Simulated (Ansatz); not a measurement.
Vanadium (dhcp) across density functionals

All rows: Ansatz, plane waves with scalar-relativistic PAW, 420 eV (500 eV for the SCAN forms), relaxed under each functional, no dispersion correction, no zero-point motion. B₀ comes from uniform scaling at fixed shape; a dash is a value not given.

```json
{"functional": "r²SCAN", "V (Å³/atom)": "13.67", "cell": "a = 2.627 Å, c = 9.143 Å (c/a = 3.480)", "B₀ (GPa)": "-", "magnetic state": "non-magnetic", "ΔE to bcc (meV/atom)": "243"}
{"functional": "PBEsol", "V (Å³/atom)": "13.35", "cell": "a = 2.589 Å, c = 9.199 Å (c/a = 3.554)", "B₀ (GPa)": "188", "magnetic state": "spin not included", "ΔE to bcc (meV/atom)": "256"}
{"functional": "LDA", "V (Å³/atom)": "12.91", "cell": "a = 2.545 Å, c = 9.206 Å (c/a = 3.618)", "B₀ (GPa)": "199", "magnetic state": "spin not included", "ΔE to bcc (meV/atom)": "268"}
{"functional": "revPBE", "V (Å³/atom)": "14.12", "cell": "a = 2.650 Å, c = 9.284 Å (c/a = 3.503)", "B₀ (GPa)": "168", "magnetic state": "spin not included", "ΔE to bcc (meV/atom)": "230"}
{"functional": "RPBE", "V (Å³/atom)": "14.21", "cell": "a = 2.658 Å, c = 9.293 Å (c/a = 3.496)", "B₀ (GPa)": "165", "magnetic state": "spin not included", "ΔE to bcc (meV/atom)": "227"}
{"functional": "BLYP", "V (Å³/atom)": "14.28", "cell": "a = 2.631 Å, c = 9.530 Å (c/a = 3.622)", "B₀ (GPa)": "160", "magnetic state": "spin not included", "ΔE to bcc (meV/atom)": "217"}
```

What does PBE give?

V (Å³/atom): 13.85; cell: a = 2.630 Å, c = 9.250 Å (c/a = 3.518); B₀ (GPa): 175; magnetic state: non-magnetic; ΔE to bcc (meV/atom): 238.
